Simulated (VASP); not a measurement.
# Nb: elastic constants with LDA

The system is Nb.

```
CELL_PARAMETERS angstrom
-1.66395 1.66395 1.66395
1.66395 -1.66395 1.66395
1.66395 1.66395 -1.66395
ATOMIC_POSITIONS crystal
Nb 0.00000 0.00000 0.00000
```

* Program: VASP 6.6.1
* Task: elastic constants
* Functional: LDA
* Potentials or basis: VASP PAW LDA potentials, release 64 (Nb_sv)
* Cutoff: 600 eV
* k mesh: 8 × 8 × 8
* Occupations: fermi-dirac, width 0.05 eV
* Spin: no spin polarisation
* Ions in elastic constants: relaxed
* Further INCAR settings: ALGO = Normal; EDIFF = 1e-08; IBRION = 6; POTIM = 0.015; NSW = 1; ISIF = 3

```json
{
 "Relaxed volume": "17.21 Å³/atom",
 "Relaxed cell": "a = 2.817 Å, b = 2.817 Å, c = 2.817 Å, α = 109.47°, β = 109.47°, γ = 109.47°",
 "Space group after relaxing (to 0.05 Å)": "Im-3m (No. 229)",
 "Elastic constants C11, C12, C44": "308, 144, 16 GPa",
 "Voigt bulk modulus": "198 GPa"
}
```

The path:
```tsv
step	energy change (eV)	largest force (eV/Å)	pressure (GPa)	volume (Å³)
1	0.0000	0.0000	-11.91	18.43
2	0.1682	0.0000	35.26	15.01
3	-0.0479	0.0000	-0.62	17.26
4	-0.0480	0.0000	-0.08	17.21
5	-0.0480	0.0000	0.19	17.19
6	-0.0480	0.0000	-0.32	17.24
7	-0.0480	0.0000	0.00	17.21
```

Final structure:
```yaml
crystal:
  lattice:
    - [-1.62636, 1.62636, 1.62636]
    - [1.62636, -1.62636, 1.62636]
    - [1.62636, 1.62636, -1.62636]
  atoms:
    - { symbol: Nb, position: [0.00000, 0.00000, 0.00000] }
```

Elastic tensor in Voigt notation (GPa, in the Cartesian axes of the cell as first typed):
```
308 144 144   0   0   0
144 308 144   0   0   0
144 144 308   0   0   0
  0   0   0  16   0   0
  0   0   0   0  16   0
  0   0   0   0   0  16
```

Clamped-ion elastic tensor (GPa):
```
308 144 144   0   0   0
144 308 144   0   0   0
144 144 308   0   0   0
  0   0   0  16   0   0
  0   0   0   0  16   0
  0   0   0   0   0  16
```

Run time: 110 s on 1 thread of Intel(R) Xeon(R) 6975P-C (Granite Rapids), on a shared host, peak memory 0.18 GiB.
